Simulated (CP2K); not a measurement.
Ge: band structure with PBEsol

**Measured values to compare with.**

From “Properties of the exotic metastable ST12 germanium allotrope”, 2017, pmc:5216117, for a powder of Ge: band gap 0.74 ± 0.02 eV (optical).

The system is Ge.

```xyz
12
Lattice="5.9300 0.0000 0.0000 0.0000 5.9300 0.0000 0.0000 0.0000 6.9800" Properties=species:S:1:pos:R:3 pbc="T T T"
Ge    2.2237    0.9885    5.2350
Ge    1.9765    5.1887    3.4900
Ge    3.7062    4.9415    1.7450
Ge    3.9535    0.7412    0.0000
Ge    5.1887    1.9765    3.4900
Ge    4.9415    3.7062    5.2350
Ge    0.7412    3.9535    0.0000
Ge    0.9885    2.2237    1.7450
Ge    3.4097    2.5202    1.7450
Ge    5.4852    5.4852    3.4900
Ge    2.5202    3.4097    5.2350
Ge    0.4447    0.4447    0.0000
```

This isn't the form of Ge at room conditions, which is diamond.

```yaml
Program: CP2K 2026.2
Task: band structure
Functional: PBEsol
Potentials_or_basis: POTENTIAL_UZH Ge GTH-PBE-q4; TZVP-MOLOPT-PBE-GTH basis
Density_cutoff: 6123 eV
k_mesh: 5 × 5 × 4
Occupations: fermi-dirac, width 0.0259 eV
Spin: no spin polarisation
SCF_solver: diagonalisation with k points
Quickstep_method: GPW
EPS_DEFAULT: 1.0E-9
EPS_SCF: 1.0E-6
MAX_SCF: 100
SCF_GUESS: ATOMIC
k_points_reduced_by_the_point_group: yes
Mesh_centred_on_Gamma: yes
CHOLESKY: OFF
EPS_EIGVAL: 1.0E-7
MIXING_METHOD: BROYDEN_MIXING
MIXING_ALPHA: 0.4
NBUFFER: 8
NGRIDS: 4
Basis_sets: Ge TZVP-MOLOPT-PBE-GTH-q4
Potentials: Ge GTH-PBE-q4 of POTENTIAL_UZH
ADDED_MOS: "[30]"
Points_a_segment_of_the_path_NPOINTS: 6
Bands_added_on_the_path: 2
MPI_ranks: 3
REL_CUTOFF_Ry: 60 Ry
MIXING_BETA_1/bohr: 1.5 1/bohr
CUTOFF_of_the_grids: 450 Ry
```

```
Pressure                : 4.0 GPa
Largest force           : 0.906 eV/Å
Band gap on the k mesh  : 0.68 eV, direct
Band gap along the path : 0.42 eV, direct
```

Forces on the atoms (eV/Å):
```
Ge  -0.346 -0.192 -0.020
Ge   0.192 -0.346 -0.020
Ge   0.346  0.192 -0.020
Ge  -0.192  0.346 -0.020
Ge  -0.346  0.192  0.020
Ge   0.192  0.346  0.020
Ge   0.346 -0.192  0.020
Ge  -0.192 -0.346  0.020
Ge   0.641 -0.641  0.000
Ge  -0.641 -0.641  0.000
Ge  -0.641  0.641  0.000
Ge   0.641  0.641  0.000
```

Stress tensor (GPa, compression positive):
```
4.44 0.00 0.00
0.00 4.44 0.00
0.00 0.00 3.05
```

Levels at the corners of the path, in eV from the valence-band top:
| point | band 21 | band 22 | band 23 | band 24 | band 25 | band 26 | band 27 | band 28 |
| --- | --- | --- | --- | --- | --- | --- | --- | --- |
| Γ | -0.88 | -0.88 | -0.88 | -0.07 | 1.40 | 1.40 | 1.46 | 2.36 |
| X | -0.57 | -0.57 | -0.14 | -0.14 | 1.29 | 1.29 | 2.25 | 2.25 |
| M | -0.35 | -0.35 | -0.03 | -0.03 | 1.17 | 1.17 | 1.45 | 1.45 |
| Γ | -0.88 | -0.88 | -0.88 | -0.07 | 1.40 | 1.40 | 1.46 | 2.36 |
| Z | -1.16 | -1.16 | -0.64 | -0.64 | 0.83 | 0.83 | 1.44 | 1.44 |
| R | -0.83 | -0.83 | -0.44 | -0.44 | 0.73 | 0.73 | 1.40 | 1.40 |
| A | -1.09 | -1.09 | -1.09 | -1.09 | 1.18 | 1.18 | 1.18 | 1.18 |
| Z | -1.16 | -1.16 | -0.64 | -0.64 | 0.83 | 0.83 | 1.44 | 1.44 |
| X | -0.57 | -0.57 | -0.14 | -0.14 | 1.29 | 1.29 | 2.25 | 2.25 |
| R | -0.83 | -0.83 | -0.44 | -0.44 | 0.73 | 0.73 | 1.40 | 1.40 |
| M | -0.35 | -0.35 | -0.03 | -0.03 | 1.17 | 1.17 | 1.45 | 1.45 |
| A | -1.09 | -1.09 | -1.09 | -1.09 | 1.18 | 1.18 | 1.18 | 1.18 |

It took 14 s on 3 MPI ranks on Arm Neoverse V2, on a shared host.

A measured gap of Ge is 0.74 eV (optical; powder; “Properties of the exotic metastable ST12 germanium allotrope”, 2017, pmc:5216117); the calculated 0.42 eV misses it by -0.32 eV. Spin-orbit coupling on Ge is left out. The value is that of PBEsol in an atomic basis (POTENTIAL_UZH Ge GTH-PBE-q4; TZVP-MOLOPT-PBE-GTH basis), whose error adds to the functional's,, without temperature or zero-point motion. Semilocal functionals fall short of measured gaps as a rule.

Caveat: the potentials were made for another functional, which shifts forces and pressure; the mesh misses the band edges, which the band path finds closer together; the basis of atomic orbitals isn't converged, which shifts pressures, moduli and gaps.
